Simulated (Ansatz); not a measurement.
# TiSi2: equation of state with PBE

TiSi2:

```xyz
3
Lattice="-1.4729 1.7121 4.2121 1.4729 -1.7121 4.2121 1.4729 1.7121 -4.2121" Properties=species:S:1:pos:R:3 pbc="T T T"
Ti    0.0000    0.0000    0.0000
Si    0.0000    0.0000    5.6448
Si    0.0000    0.0000    2.7793
```

The cell comes from a database or a generator and needn't be the stable form of this composition.

```
Program             : Ansatz 0.2.0
Task                : equation of state
Functional          : PBE
Potentials or basis : all-electron LAPW, scalar-relativistic
Basis error allowed : 0.001 eV/atom
k mesh              : 12 × 12 × 12
Occupations         : fermi-dirac, width 0.05 eV
Spin                : no spin polarisation
```

| Quantity | Value |
| --- | --- |
| Equilibrium volume | 14.19 Å³/atom |
| Bulk modulus at fixed shape and positions | 138 GPa |
| Pressure derivative of the bulk modulus | 4.4 |

Energy against volume, from the lowest point:
```
volume (Å³/atom)  energy (meV/atom)
          13.313              26.14
          13.596              11.52
          13.879               3.02
          14.162               0.00
          14.446               1.91
          14.729               8.26
          15.012              18.58
```

All runs of the series together: 3.6 min on 2 threads of Intel(R) Xeon(R) Platinum 8375C CPU @ 2.90GHz (Ice Lake) (shared host).

Caveat: the cell was scaled at fixed shape and fractional positions, which overstates the stiffness of a crystal with free parameters, most of all of layers and chains.
